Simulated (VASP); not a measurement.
# Pt (Im-3m) in VASP: single point with HSE06

Aim: the single point of Pt with HSE06.

All numbers are computed with VASP 6.6.1; they aren't measurements. Logs are shortened: lines on timing, memory, paths and dates and some standing lists are left out, and cuts for length are marked.

## Step 1: Starting point

The structure is cubic, space group Im-3m (No. 229). The conventional cell has a = 3.120 Å, b = 3.120 Å, c = 3.120 Å, α = 90.00°, β = 90.00°, γ = 90.00°. Around Pt (site symmetry m-3m) lie 8 Pt at 2.70 Å.

This isn't the form of Pt at room conditions, which is fcc.

## Step 2: Single point, HSE06

Input file POSCAR:

```
Pt
1.0
   -1.5598900000      1.5598900000      1.5598900000
    1.5598900000     -1.5598900000      1.5598900000
    1.5598900000      1.5598900000     -1.5598900000
Pt
1
Direct
    0.0000000000      0.0000000000      0.0000000000
```

Input file INCAR.step1:

```
SYSTEM = Pt
  PREC = Accurate
  ENCUT = 520
  EDIFF = 1E-5
  ISMEAR = 0
  SIGMA = 0.1
  LREAL = .FALSE.
  LASPH = .TRUE.
  NELM = 60
  ALGO = Normal
  ISIF = 2
  LWAVE = .TRUE.
  LCHARG = .FALSE.
  NBANDS = 11
  GGA = PE
```

Input file INCAR.step2:

```
SYSTEM = Pt
  PREC = Accurate
  ENCUT = 520
  EDIFF = 1E-6
  ISMEAR = 0
  SIGMA = 0.1
  LREAL = .FALSE.
  LASPH = .TRUE.
  NELM = 60
  ALGO = Normal
  ISIF = 2
  LWAVE = .FALSE.
  LCHARG = .FALSE.
  GGA = PE
  LHFCALC = .TRUE.
  HFSCREEN = 0.2
  PRECFOCK = Fast
  NBANDS = 11
  ISTART = 1
```

Input file KPOINTS:

```
Automatic mesh
0
G
  8 8 8
  0 0 0
```

Potentials or basis: VASP PAW PBE potentials, release 64 (Pt).

Run with:

```
cat potpaw_PBE.64/Pt/POTCAR > POTCAR
cp INCAR.step1 INCAR
mpirun -np 1 vasp_std > vasp.out
cp INCAR.step2 INCAR
mpirun -np 1 vasp_std > vasp.out
```

OUTCAR:

```text
SYSTEM = Pt
   PREC = Accurate
   ENCUT = 520
   EDIFF = 1E-6
   ISMEAR = 0
   LREAL = .FALSE.
   LASPH = .TRUE.
   NELM = 60
   ISIF = 2
   GGA = PE
   LHFCALC = .TRUE.
   HFSCREEN = 0.2
   PRECFOCK = Fast
   ISTART = 1

 ion  position               nearest neighbor table
   1  0.000  0.000  0.000-

  LATTYP: Found a body centered cubic cell.
 ALAT       =     3.1197800000

  Lattice vectors:

 A1 = (  -1.5598900000,   1.5598900000,   1.5598900000)
 A2 = (   1.5598900000,  -1.5598900000,   1.5598900000)
 A3 = (   1.5598900000,   1.5598900000,  -1.5598900000)

Analysis of symmetry for initial positions (statically):
=====================================================================
 Subroutine PRICEL returns:
 Original cell was already a primitive cell.

 Routine SETGRP: Setting up the symmetry group for a
 body centered cubic supercell.

 Subroutine GETGRP returns: Found 48 space group operations
 (whereof 48 operations were pure point group operations)
 out of a pool of 48 trial point group operations.

The static configuration has the point symmetry O_h .

Analysis of symmetry for dynamics (positions and initial velocities):
=====================================================================
 Subroutine PRICEL returns:
 Original cell was already a primitive cell.

 Routine SETGRP: Setting up the symmetry group for a
 body centered cubic supercell.

 Subroutine GETGRP returns: Found 48 space group operations
 (whereof 48 operations were pure point group operations)
 out of a pool of 48 trial point group operations.

The dynamic configuration has the point symmetry O_h .

 Subroutine INISYM returns: Found 48 space group operations
 (whereof 48 operations are pure point group operations),
 and found     1 'primitive' translations

----------------------------------------------------------------------------------------

                                     Primitive cell

  volume of cell :      15.1825

  direct lattice vectors                    reciprocal lattice vectors
    -1.559890000  1.559890000  1.559890000     0.000000000  0.320535422  0.320535422
     1.559890000 -1.559890000  1.559890000     0.320535422  0.000000000  0.320535422
     1.559890000  1.559890000 -1.559890000     0.320535422  0.320535422  0.000000000

  length of vectors
[... 92 lines left out ...]
   NUPDOWN=      -1.0000    fix difference up-down
   EMIN   =  10.00;   EMAX   =-10.00  energy-range for DOS
   EFERMI =   0.00;   METHOD = LEGACY
   ISMEAR =     0;   SIGMA  =   0.10  broadening in eV -4-tet -1-fermi 0-gaus
   EFERMI_NEDOS =   21; number of points for ismear=-14 and -15
   IALGO  =     38    algorithm
   IMIX   =      1    mixing-type and parameters
     AMIX     =   0.40;   BMIX     =  1.00
     AMIX_MAG =   1.60;   BMIX_MAG =  1.00
  volume/ion in A,a.u.               =      15.18       102.46
  Fermi-wavevector in a.u.,A,eV,Ry     =   1.424385  2.691698 27.604505  2.028874
  Thomas-Fermi vector in A             =   2.544882
   LORBIT       =      0    0 simple, 1 ext, 2 COOP (PROOUT), +10 PAW based schemes
   GGA     = PE    functional components
   LHFCALC =     T    Hartree Fock is set to
   PRECFOCK=fast      Normal, Fast or Accurate (Low or Medium for compatibility)
   ENCUT4O =  -1.0   cutoff for four orbital integrals eV
   NKREDX  =     1    reduce k-point grid by
   NKREDY  =     1    reduce k-point grid by
   NKREDZ  =     1    reduce k-point grid by
   AEXX    =    0.2500 exact exchange contribution
   HFSCREEN=    0.2000 screening length (either q_TF or 0.3 A-1)
   HFSCREENC=   0.2000 screening length for correlation (either q_TF or 0.3 A-1)
   ENCUTFOCK=  -1.0 apply spherical cutoff to Coloumb kernel
   IVDW    =     0    specifies the selected vdW correction
   LEPSILON=     F    determine dielectric tensor
   LRPA    =     F    only Hartree local field effects (RPA)
 non-spin polarized calculation
 Gauss-broadening in eV      SIGMA  =   0.10
  energy-cutoff  :      520.00
  volume of cell :       15.18
 maximum number of plane-waves:       420
  NGX = 14; NGY = 14; NGZ = 14

 number of electron       9.9999997 magnetization

 Free energy of the ion-electron system (eV)
  ---------------------------------------------------
  ext. energy  EPLUGINS =         0.00000000
  ---------------------------------------------------
  free energy    TOTEN  =        -6.80325475 eV

  energy without entropy =       -6.79414790  energy(sigma->0) =       -6.79870132

 E-fermi :  10.4756     XC(G=0): -10.9151

 val. band max:       10.4096555974   @ k =  -0.3750   0.5000   0.1250
 cond. band min:      10.4862480293   @ k =  -0.3750   0.3750   0.1250
 fundamental gap:      0.0765924320
 Fermi energy:        10.4756084307

 k-point     1 :       0.0000    0.0000    0.0000
  band No.  band energies     occupation
      1      -0.3339      2.00000
      2       6.1022      2.00000
      3       6.1022      2.00000
      4       6.1022      2.00000
      5       8.5964      2.00000
      6       8.5964      2.00000
      7      28.8661      0.00000
      8      28.8661      0.00000
      9      28.8661      0.00000
     10      39.6369      0.00000
     11      39.6369      0.00000
[... 309 lines left out ...]
 k-point    24 :      -0.3750    0.3750    0.2500
  band No.  band energies     occupation
      1       4.0845      2.00000
      2       4.6211      2.00000
      3       7.0170      2.00000
      4       7.7528      2.00000
      5      10.1593      1.99999
      6      12.5627      0.00000
      7      22.8114      0.00000
      8      25.7505      0.00000
      9      28.0181      0.00000
     10      31.1251      0.00000
     11      38.3846      0.00000

 [... further k-points ...]

------------------------ aborting loop because EDIFF is reached ----------------------------------------

  FORCE on cell =-STRESS in cart. coord.  units (eV):
  Direction    XX          YY          ZZ          XY          YZ          ZX
  --------------------------------------------------------------------------------------
  -------------------------------------------------------------------------------------
  Total        0.3932368      0.3932368      0.3932368      0.0000000      0.0000000      0.0000000
  in kB       41.4975840     41.4975840     41.4975840      0.0000000      0.0000000      0.0000000
  external PRESSURE =      41.4975840 kB  Pullay stress =       0.0000000 kB

 VOLUME and BASIS-vectors are now :
 -----------------------------------------------------------------------------
  energy-cutoff  :      520.00
  volume of cell :       15.18
      direct lattice vectors                 reciprocal lattice vectors
    -1.559890000  1.559890000  1.559890000     0.000000000  0.320535422  0.320535422
     1.559890000 -1.559890000  1.559890000     0.320535422  0.000000000  0.320535422
     1.559890000  1.559890000 -1.559890000     0.320535422  0.320535422  0.000000000

 POSITION                                       TOTAL-FORCE (eV/Angst)
 -----------------------------------------------------------------------------------
      0.00000      0.00000      0.00000         0.000000     -0.000000      0.000000
 -----------------------------------------------------------------------------------
    total drift:                                0.000000      0.000000      0.000000

  FREE ENERGIE OF THE ION-ELECTRON SYSTEM (eV)
  ---------------------------------------------------
  free  energy   TOTEN  =        -6.8032547475 eV

  energy  without entropy=       -6.7941478992  energy(sigma->0) =       -6.79870132
```

OUTCAR.step1:

```text
SYSTEM = Pt
   PREC = Accurate
   ENCUT = 520
   EDIFF = 1E-5
   ISMEAR = 0
   LREAL = .FALSE.
   LASPH = .TRUE.
   NELM = 60
[... 555 lines left out ...]
 -----------------------------------------------------------------------------------
      0.00000      0.00000      0.00000        -0.000000      0.000000     -0.000000
 -----------------------------------------------------------------------------------
    total drift:                                0.000000      0.000000      0.000000

  FREE ENERGIE OF THE ION-ELECTRON SYSTEM (eV)
  ---------------------------------------------------
  free  energy   TOTEN  =        -5.9146621783 eV

  energy  without entropy=       -5.8988382643  energy(sigma->0) =       -5.90675022
```

OSZICAR.step1:

```text
N       E                     dE             d eps       ncg     rms          rms(c)
DAV:   1     0.433317621651E+02    0.43332E+02   -0.53350E+03   638   0.843E+02
DAV:   2    -0.567229670317E+01   -0.49004E+02   -0.46966E+02   728   0.181E+02
DAV:   3    -0.626440666051E+01   -0.59211E+00   -0.59149E+00   719   0.192E+01
DAV:   4    -0.626688309261E+01   -0.24764E-02   -0.24763E-02   749   0.145E+00
DAV:   5    -0.626690306385E+01   -0.19971E-04   -0.19970E-04   746   0.117E-01    0.125E+01
DAV:   6    -0.595350533422E+01    0.31340E+00   -0.67114E-01   698   0.653E+00    0.666E+00
DAV:   7    -0.591863294594E+01    0.34872E-01   -0.13393E-01   722   0.287E+00    0.253E+00
DAV:   8    -0.591691679529E+01    0.17162E-02   -0.29542E-02   692   0.144E+00    0.956E-01
DAV:   9    -0.591465591468E+01    0.22609E-02   -0.71189E-03   689   0.689E-01    0.223E-02
DAV:  10    -0.591466217829E+01   -0.62636E-05   -0.29191E-05   726   0.506E-02
   1 F= -.59146622E+01 E0= -.59067502E+01  d E =-.158239E-01
```

Wall time 16 min (1 thread of Intel Xeon Platinum 8488C (Sapphire Rapids), shared host); peak memory 0.24 GiB.

What came out:

```yaml
Free_energy: -6.8033 eV
Pressure: 4.1 GPa
Band_gap_on_the_k_mesh: none (metal or under the smearing width)
```

Levels at points of the mesh, in eV from the Fermi level:
```
           k point  band 3  band 4  band 5  band 6  band 7  band 8
(0.00, 0.00, 0.00)   -4.37   -4.37   -1.88   -1.88   18.39   18.39
(0.50, 0.00, 0.00)   -1.95   -1.40    0.28    1.30    7.78   14.43
(0.50, 0.50, 0.50)    0.56    0.56    0.56    8.67    8.67    8.67
```

Caveat: the PAW data sets were made with another functional, which shifts forces and pressure a little.
